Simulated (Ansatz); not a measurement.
One crystal and one scan (energy against volume) at two levels, PBE (plane waves to 420 eV, PAW, scalar-relativistic; Ansatz, an electronic-structure program) and r2SCAN (plane waves to 500 eV, PAW, scalar-relativistic; Ansatz), each from its own relaxed cell and on its own mesh.

The crystal is BeO (wurtzite); the cell is scaled evenly about its relaxed volume V₀.

Energies are smeared free energies. BeO was relaxed with its symmetry unable to fall. The PAW data are Ansatz's earlier set. With the shape held, the modulus is that of even scaling; a crystal free to change shape is softer. Both scans cover V/V₀ from 0.840 to 1.160.

```csv
quantity,run 1,run 2
Lattice constant a (Å),2.690,2.712
Lattice constant c (Å),4.369,4.404
Relaxed volume (Å³/atom),6.85,7.01
"Band gap of the relaxed cell, no spin-orbit coupling (eV)",8.55,7.46
Pressure at the smallest volume (GPa),54.3,50.4
Energy cost of the largest compression (meV/atom),161.7,153.8
Energy cost of the largest expansion (meV/atom),97.4,92.6
Bulk modulus at fixed cell shape B₀ (third-order Birch-Murnaghan fit) (GPa),225.3,209.2
Pressure for 5 % compression (fit) (GPa),12.7,11.8
```

Task: Which run is which level?

Result: Run 2 is PBE, run 1 is r2SCAN. PBE gives the higher value for: lattice constant a; lattice constant c; relaxed volume. PBE gives the lower value for: band gap of the relaxed cell, no spin-orbit coupling; pressure at the smallest volume; energy cost of the largest compression; energy cost of the largest expansion; bulk modulus at fixed cell shape B₀; pressure for 5 % compression. Neither level is exact: the differences show how much the result hangs on the functional.

(A scan under strain: stresses follow from slopes of the energy per volume, elastic moduli from its curvatures.)
